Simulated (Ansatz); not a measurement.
AgCl: strain and displacement

```
CELL_PARAMETERS angstrom
0.00000 2.77315 2.77315
2.77315 0.00000 2.77315
2.77315 2.77315 0.00000
ATOMIC_POSITIONS crystal
Ag 0.50000 0.50000 0.50000
Cl 0.00000 0.00000 0.00000
```

Atoms are numbered in the order listed.

The cell is COD entry 9011666, as deposited and not checked against the literature; nothing was relaxed.

All numbers below come from DFT, PBE, all-electron LAPW, scalar-relativistic (Ansatz 0.2.0).

Numerical set-up: a Γ-centred 9×9×9 k mesh, Fermi–Dirac smearing of 0.01 eV, basis error target 0.5 meV/atom, no spin polarisation.

The unchanged cell is at 1.61 GPa.

Semilocal functionals give too small gaps.

x, y and z are the Cartesian axes of the cell as listed; fractional coordinates follow a strain, and an engineering shear is twice the off-diagonal strain component.

(1) One change gave: energy change under 1 meV/atom; stress change (xx, yy, zz, yz, xz, xy) 0.00, 0.00, 0.00, 0.00, 0.00, 0.05 GPa, compression positive; gap on the k mesh 0.96 → 0.95 eV. Which change was it?
A. atom 1 (Ag) moved by (0.0000, 0.0000, 0.0500) Å
B. equal xy, yz and zx engineering shear strains of +1 %
C. xy engineering shear strain of -1 %

## Answers

(1) C. For equal xy, yz and zx engineering shear strains of +1 %: energy change under 1 meV/atom; stress change (xx, yy, zz, yz, xz, xy) 0.00, 0.00, 0.00, -0.05, -0.05, -0.05 GPa, compression positive; gap on the k mesh 0.96 → 0.95 eV. For atom 1 (Ag) moved by (0.0000, 0.0000, 0.0500) Å: energy change under 1 meV/atom; stress change (xx, yy, zz, yz, xz, xy) 0.00, 0.00, 0.12, 0.00, 0.00, 0.00 GPa, compression positive; change of the force on Ag1 (0.000, 0.000, -0.058) eV/Å; gap on the k mesh 0.96 → 0.96 eV.
